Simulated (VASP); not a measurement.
Here is a VASP 6.6.1 calculation.

The input INCAR:

```
ALGO     = Normal         # electronic algorithm
EDIFF    = 1E-6           # SCF threshold, eV
ENCUT    = 520            # plane-wave cutoff, eV
GGA      = PE             # functional
ISIF     = 2              # what is computed and relaxed
ISMEAR   = 0              # smearing method
LASPH    = T              # aspherical terms in the spheres
LCHARG   = F              # write CHGCAR
LREAL    = F              # projectors in reciprocal space
LWAVE    = F              # write WAVECAR
NBANDS   = 18             # bands
NELM     = 60             # most SCF steps
PREC     = Accurate       # precision mode
SIGMA    = 0.15           # smearing width, eV
```

KPOINTS

```
k-points
0
Gamma
  14 14 14
```

The input POSCAR:

```
InPd
1.0
    3.3052635960      0.0000000000      0.0000000000
    0.0000000000      3.3052635960      0.0000000000
    0.0000000000      0.0000000000      3.3052635960
In Pd
1 1
Direct
    0.0000000000      0.0000000000      0.0000000000
    0.5000000000      0.5000000000      0.5000000000
```

Potentials or basis: VASP PAW PBE potentials, release 64 (In_d, Pd).

Command:

```sh
$ cat potpaw_PBE.64/In_d/POTCAR potpaw_PBE.64/Pd/POTCAR > POTCAR
$ mpirun -np 1 vasp_std > vasp.out
```

Task: Estimate the pressure.

Result: 0.0 GPa.

Task: Predict the band gap on the k mesh.

Result: None (metal or under the smearing width).
